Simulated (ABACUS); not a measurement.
PbS: equation of state with PBE

Crystal: PbS.

```xyz
2
Lattice="4.0897 0.0000 0.0000 -2.0448 3.5418 0.0000 0.0000 0.0000 3.7882" Properties=species:S:1:pos:R:3 pbc="T T T"
Pb    0.0000    0.0000    0.0000
S     2.0448    1.1806    1.8941
```

Measurements of this composition are mostly on another form, of space group No. 225.

```yaml
Program: ABACUS 3.10.1
Task: equation of state
Functional: PBE
Potentials_or_basis: PseudoDojo NC SR 0.4.1 PBE standard
Cutoff: 857 eV
Density_cutoff: 3429 eV
Basis: plane waves
k_mesh: 8 × 8 × 7
Occupations: fermi-dirac, width 0.05 eV
Spin: no spin polarisation
Radial_cutoff_of_the_potentials_pseudo_rcut: 10 bohr
SCF_threshold_on_the_density: 1e-08
Max_SCF_steps: 100
Eigensolver: dav
Mixing: broyden
Mixing_share: 0.7
Symmetry_key: 1
Bands: 14
```

```
Equilibrium volume                        : 27.47 Å³/atom
Bulk modulus at fixed shape and positions : 50 GPa
Pressure derivative of the bulk modulus   : 3.4
```

Energy against volume, from the lowest point:
| volume (Å³/atom) | energy (meV/atom) |
| --- | --- |
| 25.789 | 17.51 |
| 26.338 | 7.72 |
| 26.887 | 2.00 |
| 27.435 | 0.00 |
| 27.984 | 1.44 |
| 28.533 | 6.03 |
| 29.082 | 13.47 |

All runs of the series together: 43 s on 4 threads of Intel(R) Xeon(R) 6975P-C (Granite Rapids) (shared host).

Caveat: the cell was scaled at fixed shape and fractional positions, which overstates the stiffness of a crystal with free parameters, most of all of layers and chains. Spin-orbit coupling is left out, which matters for the levels of Pb.
